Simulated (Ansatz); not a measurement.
# TaN/MoS2/Zr: current against voltage, part 2 of 4

Wanted: I(V) for TaN/MoS2/Zr. The lower electrode is TaN rock salt(111), the upper one Zr hcp(0001); the barrier is MoS2 2H layers (two layers in the relaxed core). In the first transport cell, after relaxation, the nearest pair of electrode and barrier is N–S at 3.31 Å, at a slant, too long for a bond, at the lower face and Zr–S at 2.61 Å, along the normal, at the upper one. A gap without bonds adds to the barrier. All share a net of side 3.17 Å, which strains the lower electrode by +1.4 %, the upper one by -1.9 % and the barrier by +0.0 %, against typed lattice constants near PBE's. The first steps treat the bulk electrodes alone.

Ansatz 0.2.0; PBE+D3(BJ) DFT, plane waves, PAW files (the session's first sound run).

So far: The structure; The strained electrode, 6 atoms, electrode TaN rock salt(111).

## Step 3: The strained electrode, 2 atoms, electrode Zr hcp(0001)

System of this step: Zr. Symmetry: P6_3/mmc, No. 194, hexagonal system. The conventional cell has a = 3.170 Å, b = 3.170 Å, c = 5.237 Å, α = 90.00°, β = 90.00°, γ = 120.00°. Nearest to Zr lie 12 Zr at 3.17 to 3.19 Å.

The electrode is held to the junction's net and relaxed along the normal; its spacing is used for the ideal lead layers.

File input.yaml:

```yaml
crystal:
  lattice:
    - [3.17, 0.0, 0.0]
    - [-1.585, 2.74530053, 0.0]
    - [0.0, 0.0, 5.2372260062]
  atoms:
    - { symbol: Zr, position: [0.0, 0.0, 0.0] }
    - { symbol: Zr, position: [0.3333333333, 0.6666666667, 0.5] }
kpoints:
  mp_grid: { grid: [12, 12, 6] }
scf:
  occupations: { method: fermi_dirac, width: 0.1 }
  max_iter: 150
hamiltonian:
  xc: pbe
  dispersion: d3bj
relax:
  f_tol: 0.01
  max_steps: 40
  cell: { fix: [a, b, angles] }
```

On the command line:

```bash
$ ansatz run input.yaml --threads 8 --pin off --max-ram 20480MiB --backend cpu --events-out ev --progress --plain --runs-dir out
```

Numbers of over 12 decimals in the logs are rounded to 6 here.

What it wrote:

```text
[...]
Crystal: 2 atoms, lattice volume = 45.577 Å³
Basis set: ecut = 420 eV, 893 PW (Γ), exchange–correlation on 48×48×72 points (8 copies of the dense FFT grid, shifted against one another)
Bands: 16, of which v1, the nominal top of the filled ones, is band 12 counted from 1 (11 counted from 0)
Symmetry: 24 space group operations
[...]
k-points: 76 of 864
[...]
SCF iter   1: F=—  HF=-8368.768644 eV  |F-HF|=—  |Δ(HF+E_count)|=         —  Δρ=2.60e-3  dr2=1.03e-3  ethr=1.77e-3  ⟨swp⟩=4.8  Hψ=5171  notcnv=0
[...]
SCF iter   6: F=-8368.768428 eV  HF=-8368.768428 eV  |F-HF|=1.14e-9  |Δ(HF+E_count)|=   3.69e-9  Δρ=3.69e-6  dr2=3.60e-9  ethr=2.93e-10  ⟨swp⟩=1.8  Hψ=4141  notcnv=0
SCF 1 converged in 6 iterations: F = -8368.768428 eV  dr2 = 3.60e-9
[...]
relax step   1: F+E_penalty+E_count = -8368.76842796 eV  Δ(F+E_penalty+E_count) = +0.000e0 eV  max|allowed force component| = 1.214e-17 eV/Å  Δτ_max = 0.0000 Å  P = -1.509 GPa  Ω = 45.577 Å³  fix = [a, b, alpha, beta, gamma]  reactions: a -0.658, b -0.658 GPa  (6 SCF iters, dr2 threshold 1.00e-7 eV, accepted)
Crystal: 2 atoms, lattice volume = 44.201 Å³
Basis set: ecut = 420 eV, 857 PW (Γ), exchange–correlation on 48×48×72 points (8 copies of the dense FFT grid, shifted against one another)
[...]
SCF iter   6: F=-8368.774654 eV  HF=-8368.774654 eV  |F-HF|=0.00e0  |Δ(HF+E_count)|=  1.46e-11  Δρ=2.06e-7  dr2=8.01e-12  ethr=3.15e-12  ⟨swp⟩=1.1  Hψ=3873  notcnv=0
SCF 2 converged in 6 iterations: F = -8368.774654 eV  dr2 = 8.01e-12
relax step   2: F+E_penalty+E_count = -8368.77465377 eV  Δ(F+E_penalty+E_count) = -6.226e-3 eV  max|allowed force component| = 1.133e-16 eV/Å  Δτ_max = 0.0000 Å  P = +1.673 GPa  Ω = 44.201 Å³  energy of the carried Pulay correction = +1.681e-4 eV  fix = [a, b, alpha, beta, gamma]  reactions: a +1.523, b +1.523 GPa  (6 SCF iters, dr2 threshold 2.00e-7 eV, accepted)
Crystal: 2 atoms, lattice volume = 44.725 Å³
Basis set: ecut = 420 eV, 881 PW (Γ), exchange–correlation on 48×48×72 points (8 copies of the dense FFT grid, shifted against one another)
[...]
SCF iter   4: F=-8368.777581 eV  HF=-8368.777580 eV  |F-HF|=4.17e-9  |Δ(HF+E_count)|=   4.00e-8  Δρ=6.91e-6  dr2=1.12e-8  ethr=8.33e-10  ⟨swp⟩=4.0  Hψ=4313  notcnv=0
SCF 3 converged in 4 iterations: F = -8368.777581 eV  dr2 = 1.12e-8
relax step   3: F+E_penalty+E_count = -8368.77758050 eV  Δ(F+E_penalty+E_count) = -2.927e-3 eV  max|allowed force component| = 6.939e-18 eV/Å  Δτ_max = 0.0000 Å  P = +0.403 GPa  Ω = 44.725 Å³  energy of the carried Pulay correction = +1.035e-4 eV  fix = [a, b, alpha, beta, gamma]  reactions: a +0.665, b +0.665 GPa  (4 SCF iters, dr2 threshold 2.00e-7 eV, accepted)
[...]
relax step   4: F+E_penalty+E_count = -8368.77759629 eV  Δ(F+E_penalty+E_count) = -1.579e-5 eV  max|allowed force component| = 1.503e-17 eV/Å  Δτ_max = 0.0000 Å  P = +0.475 GPa  Ω = 44.694 Å³  energy of the carried Pulay correction = +1.073e-4 eV  fix = [a, b, alpha, beta, gamma]  reactions: a +0.714, b +0.714 GPa  (3 SCF iters, dr2 threshold 3.73e-8 eV, accepted)
[...]
SCF iter   4: F=-8368.777498 eV  HF=-8368.777498 eV  |F-HF|=3.64e-12  |Δ(HF+E_count)|=  4.18e-11  Δρ=8.02e-8  dr2=2.11e-12  ethr=1.00e-12  ⟨swp⟩=5.1  Hψ=5045  notcnv=0
SCF 5 converged in 4 iterations: F = -8368.777498 eV  dr2 = 2.11e-12
relax step   5: F+E_penalty+E_count = -8368.77749831 eV  Δ(F+E_penalty+E_count) = +9.798e-5 eV  max|allowed force component| = 9.252e-18 eV/Å  Δτ_max = 0.0000 Å  P = +0.473 GPa  Ω = 44.694 Å³  fix = [a, b, alpha, beta, gamma]  reactions: a +0.714, b +0.714 GPa  stress off target by 7.53e-3 GPa on what of the cell is left free  SCF on the basis re-selected at this cell (its energy is not comparable with the rows above)  (4 SCF iters)
[...]
SCF converged after 4 iterations
Free energy (F): -8368.777498 eV
[...]
Internal energy: -8368.705823 eV  (E = F + TS)
E sigma→0 (E₀):  -8368.741660 eV
Entropy (-TS):   -0.071676 eV (-35.838 meV/atom)
Fermi energy:    14.648135 eV
[...]
--- Stress (GPa, compression-positive) ---
        0.713770       0.000000       0.000000
        0.000000       0.713770       0.000000
        0.000000       0.000000      -0.007527
  P = ⅓ Tr σ = 0.4733 GPa (4.733 kbar)
--- Band table (eV; the first three rows and the last of 76) ---
  k-point 0: bands = [... 8 lower, 8.9661, 11.5369, 15.5628, 15.5793, 15.5793, 15.8793, 16.2719, 16.2719]
  k-point 1: bands = [... 8 lower, 9.2018, 11.5217, 15.3883, 15.4680, 15.4863, 15.4863, 16.1122, 16.1122]
  k-point 2: bands = [... 8 lower, 9.8461, 11.3206, 14.8001, 14.9798, 15.4103, 15.4103, 15.7846, 15.7846]
  k-point 75: bands = [... 8 lower, 13.1759, 13.1759, 13.3711, 13.3711, 14.6943, 14.6943, 16.7477, 16.7477]
--- Relaxed structure (4 steps of the walk, 4 accepted, 1 SCFs on fresh bases) ---
[...]
cell:  # Å, volume = 44.6944 Å³
    - [3.170000, 0, 0.0]
    - [-1.585000, 2.745301, 0.0]
    - [0.0, 0.0, 5.135748]
  atoms:
    - { symbol: Zr, position: [9.251858539620026e-18, -5.0885221963063406e-17, 0.0] }
    - { symbol: Zr, position: [0.333333, 0.666667, 0.500000] }
```

It took 1.8 s on 8 threads of Arm Neoverse V2, shared host; peak memory 0.42 GiB.

Step by step:

```tsv
step	energy less that of the first step (eV)	largest force component (eV/Å)	pressure (GPa)	volume (Å³)
1	0.0000	0.0000	-1.51	45.58
2	-0.0062	0.0000	1.67	44.20
3	-0.0092	0.0000	0.40	44.72
4	-0.0092	0.0000	0.47	44.69
5*	-0.0091	0.0000	0.47	44.69
```

Relaxation steps marked * repeat the geometry before them on a plane-wave basis chosen anew for their cell, so energy and pressure can jump there.

Forces are held to the 24 operations that the run works with; a distortion that breaks them can't arise in this run.

```tsv
conventional cell, symmetrised	before	after	change
a (Å)	3.170	3.170	+0.0 %
b (Å)	3.170	3.170	+0.0 %
c (Å)	5.237	5.136	-1.9 %
volume (Å³/atom)	22.79	22.35	-1.9 %
```

The relaxed structure:

```
Zr
1.0
     3.17000    0.00000    0.00000
    -1.58500    2.74530    0.00000
     0.00000    0.00000    5.13575
Zr
2
Cartesian
  0.0000 0.0000 0.0000
  0.0000 1.8302 2.5679
```

Numbers from this step:

| Item | Value |
| --- | --- |
| free energy | -8368.7775 eV |
| Fermi energy | 14.65 eV |
| pressure | 0.4733 GPa |

## Step 4: Relaxing the interfaces

System of this step: TaN/MoS2/Zr. The cell holds 14 atoms: 2 Ta, 2 N, 4 S, 2 Mo and 4 Zr. Cell: a = 3.170 Å, b = 3.170 Å, c = 42.740 Å, α = 90.0°, β = 90.0°, γ = 120.0°. Vacuum lies along c.

Tunnelling depends exponentially on distance, so the interfaces are relaxed first. A short slab in vacuum serves: only the barrier and the layers next to it are taken over, and later cells can add or drop layers in the barrier's middle. The dipole correction removes the field that unlike faces would set up across the vacuum. Dispersion is added because the sheets are held by van der Waals forces.

File input.yaml:

```yaml
crystal:
  lattice:
    - [3.17, 0.0, 0.0]
    - [-1.585, 2.74530053, 0.0]
    - [0.0, 0.0, 42.7404450237]
  atoms:
    - { symbol: Ta, position: [0.33333333, 0.66666667, 0.1871763384] }
    - { symbol: "N", position: [0.66666667, 0.33333333, 0.2167315291] }
    - { symbol: Ta, position: [0.0, 0.0, 0.2462867198] }
    - { symbol: "N", position: [0.33333333, 0.66666667, 0.2758419106] }
    - { symbol: S, position: [0.66666667, 0.33333333, 0.3436933332] }
    - { symbol: Mo, position: [0.33333333, 0.66666667, 0.3801927192] }
    - { symbol: S, position: [0.66666667, 0.33333333, 0.4166921052] }
    - { symbol: S, position: [0.33333333, 0.66666667, 0.4881700694] }
    - { symbol: Mo, position: [0.66666667, 0.33333333, 0.5246694554] }
    - { symbol: S, position: [0.33333333, 0.66666667, 0.5611688414] }
    - { symbol: Zr, position: [0.33333333, 0.66666667, 0.629020264] }
    - { symbol: Zr, position: [0.66666667, 0.33333333, 0.6902880632] }
    - { symbol: Zr, position: [0.33333333, 0.66666667, 0.7515558624] }
    - { symbol: Zr, position: [0.66666667, 0.33333333, 0.8128236616] }
kpoints:
  mp_grid: { grid: [8, 8, 1] }
scf:
  occupations: { method: fermi_dirac, width: 0.1 }
  max_iter: 150
hamiltonian:
  xc: pbe
  dispersion: d3bj
efield:
  axis: 3
  dipole_correction: true
relax:
  f_tol: 0.04
  max_steps: 60
output:
  forces: true
```

What it wrote:

```text
[...]
Crystal: 14 atoms, lattice volume = 371.953 Å³
Basis set: ecut = 420 eV, 7271 PW (Γ), exchange–correlation on 48×48×576 points (8 copies of the dense FFT grid, shifted against one another)
Bands: 82, of which v1, the nominal top of the filled ones, is band 68 counted from 1 (67 counted from 0)
Symmetry: 6 space group operations
[...]
k-points: 10 of 64 (time reversal used)
[...]
SCF iter   1: F=—  HF=-50898.867048 eV  |F-HF|=—  |Δ(HF+E_count)|=         —  Δρ=1.32e-2  dr2=8.39e1  ethr=1.77e-3  p=0.086 e·Å  D=4.18e-2 V/Å  ΔV_dip=-1.79 eV  dr2_dipole=1.42e2  V_vac-E_F(+/−)=4.08/5.86 eV  ⟨swp⟩=8.4  Hψ=3749  notcnv=0
efield: sawtooth ramp at fractional position 0.9500 (placed from the atoms, in the widest stretch of the axis that holds none; the zero of the levels goes with the place), width 0.1000; the density the first Hamiltonian is built on has a dipole p = 0.086 e·Å; the dipole correction subtracts the counter field D = 4.18e-2 V/Å, which shifts the + side's vacuum level by -1.79 eV against the − side's; the planar-averaged density in the ramp window peaks in size at 1.8e-4 e/Å³
[...]
SCF iter   2: F=—  HF=-50898.893561 eV  |F-HF|=—  |Δ(HF+E_count)|=   2.65e-2  Δρ=1.68e-2  dr2=4.39e1  ethr=1.77e-3  p=0.043 e·Å  D=2.08e-2 V/Å  ΔV_dip=-0.89 eV  dr2_dipole=1.65e1  V_vac-E_F(+/−)=4.14/5.02 eV  ⟨swp⟩=3.3  Hψ=1362  notcnv=0
[...]
SCF iter  12: F=-50898.461234 eV  HF=-50898.461237 eV  |F-HF|=2.92e-6  |Δ(HF+E_count)|=   6.53e-6  Δρ=1.64e-5  dr2=4.13e-6  ethr=2.94e-8  p=0.033 e·Å  D=1.63e-2 V/Å  ΔV_dip=-0.70 eV  dr2_dipole=1.93e-7  V_vac-E_F(+/−)=4.21/4.90 eV  ⟨swp⟩=4.0  Hψ=2952  notcnv=0
WARN: efield: at this solve's end the planar-averaged density reaches 3.43e-5 e/Å³ inside the ramp window [0.9266, 0.0734] (bound 1e-5 e/Å³); the window's nearer edge stands 4.86 Å from this solve's nearest atom along the axis. Its work functions, free energy, forces, stress, dipole, levels and responses can be off, and this figure does not tell by how much. A short vacuum, a low `basis.ecutwfc` or `basis.ecutrho_ratio` and negative occupations (`scf.occupations.method`) can put density there. See the manual's quickstart, § The vacuum guard
SCF 1 converged in 12 iterations: F = -50898.461234 eV  dr2 = 4.13e-6
[...]
relax step   1: F+E_penalty+E_count = -50898.46123399 eV  Δ(F+E_penalty+E_count) = +0.000e0 eV  max|allowed force component| = 4.540e0 eV/Å  Δτ_max = 0.0000 Å  (12 SCF iters, dr2 threshold 4.00e-5 eV, accepted)
[...]
SCF iter   1: F=—  HF=-50899.608587 eV  |F-HF|=—  |Δ(HF+E_count)|=         —  Δρ=1.21e-2  dr2=1.11e0  ethr=8.15e-4  p=0.033 e·Å  D=1.63e-2 V/Å  ΔV_dip=-0.70 eV  dr2_dipole=1.63e-1  V_vac-E_F(+/−)=4.20/4.90 eV  ⟨swp⟩=1.0  Hψ=3187  notcnv=0
efield: sawtooth ramp at fractional position 0.9500 (handed on by an earlier solve), width 0.1000; the density the first Hamiltonian is built on has a dipole p = 0.033 e·Å; the dipole correction subtracts the counter field D = 1.63e-2 V/Å, which shifts the + side's vacuum level by -0.70 eV against the − side's; the planar-averaged density in the ramp window peaks in size at 2.9e-5 e/Å³
[...]
SCF iter   2: F=—  HF=-50899.669018 eV  |F-HF|=—  |Δ(HF+E_count)|=   6.04e-2  Δρ=1.38e-2  dr2=1.38e0  ethr=8.15e-4  p=0.040 e·Å  D=1.94e-2 V/Å  ΔV_dip=-0.83 eV  dr2_dipole=3.69e-2  V_vac-E_F(+/−)=4.16/4.99 eV  ⟨swp⟩=4.9  Hψ=2374  notcnv=0
[...]
SCF iter   8: F=-50899.422538 eV  HF=-50899.422569 eV  |F-HF|=3.16e-5  |Δ(HF+E_count)|=   1.55e-5  Δρ=7.09e-5  dr2=4.93e-5  ethr=7.35e-8  p=0.037 e·Å  D=1.80e-2 V/Å  ΔV_dip=-0.77 eV  dr2_dipole=3.65e-6  V_vac-E_F(+/−)=4.20/4.97 eV  ⟨swp⟩=3.8  Hψ=3350  notcnv=0
[...]
SCF 2 converged in 8 iterations: F = -50899.422538 eV  dr2 = 4.93e-5
relax step   2: F+E_penalty+E_count = -50899.42253777 eV  Δ(F+E_penalty+E_count) = -9.613e-1 eV  max|allowed force component| = 8.039e-1 eV/Å  Δτ_max = 0.1953 Å  (8 SCF iters, dr2 threshold 1.00e-4 eV, accepted)
SCF iter   1: F=—  HF=-50899.653304 eV  |F-HF|=—  |Δ(HF+E_count)|=         —  Δρ=9.38e-3  dr2=5.18e0  ethr=3.10e-3  p=0.037 e·Å  D=1.80e-2 V/Å  ΔV_dip=-0.77 eV  dr2_dipole=1.07e0  V_vac-E_F(+/−)=4.22/4.99 eV  ⟨swp⟩=5.9  Hψ=2092  notcnv=0
[...]
SCF iter   9: F=-50899.541001 eV  HF=-50899.541005 eV  |F-HF|=4.45e-6  |Δ(HF+E_count)|=   7.77e-6  Δρ=3.60e-5  dr2=1.60e-5  ethr=2.97e-8  p=0.039 e·Å  D=1.88e-2 V/Å  ΔV_dip=-0.80 eV  dr2_dipole=2.35e-7  V_vac-E_F(+/−)=4.19/5.00 eV  ⟨swp⟩=3.4  Hψ=3004  notcnv=0
[...]
SCF 3 converged in 9 iterations: F = -50899.541001 eV  dr2 = 1.60e-5
relax step   3: F+E_penalty+E_count = -50899.54100064 eV  Δ(F+E_penalty+E_count) = -1.185e-1 eV  max|allowed force component| = 1.727e-1 eV/Å  Δτ_max = 0.1948 Å  (9 SCF iters, dr2 threshold 4.04e-5 eV, accepted)
[...]
relax step   4: F+E_penalty+E_count = -50899.57258730 eV  Δ(F+E_penalty+E_count) = -3.159e-2 eV  max|allowed force component| = 1.046e-1 eV/Å  Δτ_max = 0.1944 Å  (13 SCF iters, dr2 threshold 1.86e-6 eV, accepted)
[...]
relax step   5: F+E_penalty+E_count = -50899.58461353 eV  Δ(F+E_penalty+E_count) = -1.203e-2 eV  max|allowed force component| = 1.118e-1 eV/Å  Δτ_max = 0.1942 Å  (14 SCF iters, accepted)
[...]
relax step   6: F+E_penalty+E_count = -50899.58829459 eV  Δ(F+E_penalty+E_count) = -3.681e-3 eV  max|allowed force component| = 4.319e-2 eV/Å  Δτ_max = 0.0265 Å  (8 SCF iters, dr2 threshold 4.58e-6 eV, accepted)
[...]
relax step   7: F+E_penalty+E_count = -50899.58872709 eV  Δ(F+E_penalty+E_count) = -4.325e-4 eV  max|allowed force component| = 5.530e-2 eV/Å  Δτ_max = 0.0838 Å  (11 SCF iters, accepted)
SCF iter   1: F=—  HF=-50899.593016 eV  |F-HF|=—  |Δ(HF+E_count)|=         —  Δρ=1.90e-3  dr2=3.71e-2  ethr=2.33e-4  p=0.037 e·Å  D=1.81e-2 V/Å  ΔV_dip=-0.77 eV  dr2_dipole=3.07e-5  V_vac-E_F(+/−)=4.22/5.00 eV  ⟨swp⟩=2.8  Hψ=1604  notcnv=0
[...]
SCF iter  10: F=-50899.590401 eV  HF=-50899.590401 eV  |F-HF|=6.47e-8  |Δ(HF+E_count)|=   9.00e-8  Δρ=2.06e-6  dr2=6.09e-8  ethr=7.35e-11  p=0.037 e·Å  D=1.80e-2 V/Å  ΔV_dip=-0.77 eV  dr2_dipole=3.33e-8  V_vac-E_F(+/−)=4.22/4.99 eV  ⟨swp⟩=4.0  Hψ=3443  notcnv=0
[...]
SCF 8 converged in 10 iterations: F = -50899.590401 eV  dr2 = 6.09e-8
relax step   8: F+E_penalty+E_count = -50899.59040071 eV  Δ(F+E_penalty+E_count) = -1.674e-3 eV  max|allowed force component| = 2.440e-2 eV/Å  Δτ_max = 0.0292 Å  (10 SCF iters, accepted)
SCF converged after 10 iterations
Free energy (F): -50899.590401 eV
[...]
Internal energy: -50899.348638 eV  (E = F + TS)
E sigma→0 (E₀):  -50899.469519 eV
Entropy (-TS):   -0.241763 eV (-17.269 meV/atom)
Fermi energy:    7.531711 eV
Dipole field:    D = 0.018214 V/Å  (p = 0.037440 e·Å, saw-weighted, corrected)
Work function:   Φ+ = 4.2183 eV   Φ− = 4.9969 eV
Levels:          The Fermi level and band energies are counted from a zero that moves with the ramp; work functions are not
Vacuum region:   at the solve's end the planar-averaged density reaches 1.20e-5 e/Å³ inside the ramp window [0.9266, 0.0734] (bound 1e-5 e/Å³); by the running means of the window's planes the mean density over a ramp is at most 1.04e-5 e/Å³, which is held to the bound (the quickstart, § The vacuum guard, A window that rings)
[...]
--- Forces (eV/Å), atoms counted from 1 ---
  atom   1  Ta     0.00000000     0.00000000    -0.01001175
  atom   2  N      0.00000000     0.00000000    -0.00411645
  atom   3  Ta     0.00000000     0.00000000     0.01339701
  atom   4  N      0.00000000    -0.00000000    -0.01689080
  atom   5  S      0.00000000     0.00000000     0.02440299
  atom   6  Mo     0.00000000     0.00000000    -0.01231217
  atom   7  S     -0.00000000     0.00000000     0.00084586
  atom   8  S      0.00000000    -0.00000000     0.00074812
  atom   9  Mo     0.00000000     0.00000000     0.00187829
  atom  10  S      0.00000000     0.00000000     0.00062315
  atom  11  Zr     0.00000000     0.00000000    -0.00156374
  atom  12  Zr    -0.00000000    -0.00000000     0.00092513
  atom  13  Zr    -0.00000000     0.00000000     0.00237261
  atom  14  Zr     0.00000000     0.00000000    -0.00027361
  max |Σ_I F_I| component: 2.47e-5 eV/Å
--- Relaxed structure (8 steps of the walk, 8 accepted, 0 SCFs on fresh bases) ---
  F+E_penalty+E_count = -50899.59040071 eV   max|allowed force component| = 2.440e-2 eV/Å
  atoms:
    - { symbol: Ta, position: [0.333333, 0.666667, 0.199818] }
    - { symbol: N, position: [0.666667, 0.333333, 0.228376] }
    - { symbol: Ta, position: [6.344131568548318e-17, -8.194503279703211e-17, 0.259841] }
    - { symbol: N, position: [0.333333, 0.666667, 0.280888] }
    - { symbol: S, position: [0.666667, 0.333333, 0.345504] }
    - { symbol: Mo, position: [0.333333, 0.666667, 0.382001] }
    - { symbol: S, position: [0.666667, 0.333333, 0.418414] }
    - { symbol: S, position: [0.333333, 0.666667, 0.485914] }
    - { symbol: Mo, position: [0.666667, 0.333333, 0.522337] }
    - { symbol: S, position: [0.333333, 0.666667, 0.559568] }
    - { symbol: Zr, position: [0.333333, 0.666667, 0.620674] }
    - { symbol: Zr, position: [0.666667, 0.333333, 0.680137] }
    - { symbol: Zr, position: [0.333333, 0.666667, 0.741701] }
    - { symbol: Zr, position: [0.666667, 0.333333, 0.799140] }
```

The job ended after 34 s (8 threads; peak memory 1.5 GiB).

Relaxation path:

```tsv
step	energy less that of the first step (eV)	largest force component (eV/Å)
1	0.0000	4.5397
2	-0.9613	0.8039
3	-1.0798	0.1727
4	-1.1114	0.1046
5	-1.1234	0.1118
6	-1.1271	0.0432
7	-1.1275	0.0553
8	-1.1292	0.0244
```

The run keeps the 6 symmetry operations that it works with, so distortions that break them were not tested.

The atoms that moved most (Å):

```tsv
atom	dx	dy	dz	length
Zr14	0.000	0.000	-0.585	0.585
Ta3	0.000	0.000	0.579	0.579
Ta1	0.000	0.000	0.540	0.540
N2	0.000	0.000	0.498	0.498
Zr12	0.000	0.000	-0.434	0.434
Zr13	0.000	0.000	-0.421	0.421
Zr11	0.000	0.000	-0.357	0.357
N4	0.000	0.000	0.216	0.216
```

Numbers from this step:

- free energy: -50899.5904 eV
- Fermi energy: 7.532 eV

The largest force component on a free atom ends at 0.024 eV/Å. At one or more of this run's solves the program warned of density in the dipole ramp over its bound, where dipole, forces and levels can be off.

(Continued in part 3 of 4.)

[Logs are printed without paths, hosts, clocks, repeated set-up lines and the standing remarks that a program may print on its own settings, such as how far it seeks lower states.]

[Hosts, paths, dates, database ids (printed as entryN), source tags and the programs' standing remarks are cut or masked in the printed files.]
